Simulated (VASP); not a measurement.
InP:

```
In P
1.0
     0.00000    2.95198    2.95198
     2.95198    0.00000    2.95198
     2.95198    2.95198    0.00000
In P
1 1
Cartesian
  0.0000 0.0000 0.0000
  4.4280 4.4280 4.4280
```

The cell is a database's computed one.

- Program: VASP 6.6.1
- Task: relaxation of cell and atoms
- Functional: PBE
- Potentials or basis: VASP PAW PBE potentials, release 64 (In_d, P)
- Cutoff: 600 eV
- k mesh: 10 × 10 × 10
- Occupations: gaussian, width 0.02 eV
- Spin: no spin polarisation

At the start: pressure 1.8 GPa; volume 25.72 Å³/atom.

**Question.** How do energy, volume and symmetry change on relaxing?

**Answer.** Over 3 steps the energy falls by 3.9 meV/atom and the volume is 26.45 Å³/atom (+2.8 %); space group F-43m (No. 216, to 0.05 Å).

Step by step:
| step | energy change (eV) | largest force (eV/Å) | pressure (GPa) | volume (Å³) |
| --- | --- | --- | --- | --- |
| 1 | 0.0000 | 0.0000 | 1.76 | 51.45 |
| 2 | -0.0061 | 0.0000 | -0.75 | 53.58 |
| 3 | -0.0077 | 0.0000 | 0.00 | 52.89 |

Final structure:
```
In P
1.0
     0.00000    2.97931    2.97931
     2.97931    0.00000    2.97931
     2.97931    2.97931    0.00000
In P
1 1
Direct
  0.00000 0.00000 0.00000
  0.75000 0.75000 0.75000
```
